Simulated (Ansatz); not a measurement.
## BaTiO3: opening a crack plane

BaTiO3, Amm2, a = 3.963 Å, b = 5.716 Å, c = 5.748 Å. The structure is a COD entry; whether it is the stable form wasn't checked. Ansatz: r2SCAN, PAW, 500 eV, Γ-centred 6×6×2 mesh on 15 atoms, Gaussian smearing 0.05 eV; no spin polarisation. One cut on (011) per cell of 15 atoms is opened rigidly by x, between planes of Ba+O and O+Ti that stand 1.95 Å apart; y is the energy per area (16.064 Å², 1 eV/Å² = 16.02 J/m²).

| x (Å) | y (J/m²) |
| --- | --- |
| 0.00 | 0.000 |
| 0.25 | 0.160 |
| 0.50 | 0.474 |
| 0.75 | 0.806 |
| 1.00 | 1.107 |
| 1.50 | ? |
| 2.00 | 1.889 |
| 3.00 | 2.254 |
| 4.50 | 2.495 |
| 6.00 | 2.613 |

Question: Fit the universal binding curve y = W[1 − (1 + x/l) e^(−x/l)] to the other rows, give the peak stress, and predict the missing value.

Answer: Least squares gives W = 2.52 J/m² and l = 0.690 Å. The stress dy/dx peaks at x = l with W/(e l) = 13.4 GPa, for rigid faces. The last row already stands above W and still climbs, so W understates the work of separation; the faces are unlike and the gap shrinks from 2.7 to 0.0 eV, as in the field across a polar cut, whose slow tail the form lacks. At x = 1.50: x/l = 2.174, y = 1.610 J/m². The run gave 1.574 J/m², so the fit is 0.036 J/m² too high, within the rms miss on the fitted rows (0.066 J/m²).

Cost: 12 runs of about 22 core-minutes in all, on Intel Xeon Processor @ 2.70GHz (shared hosts).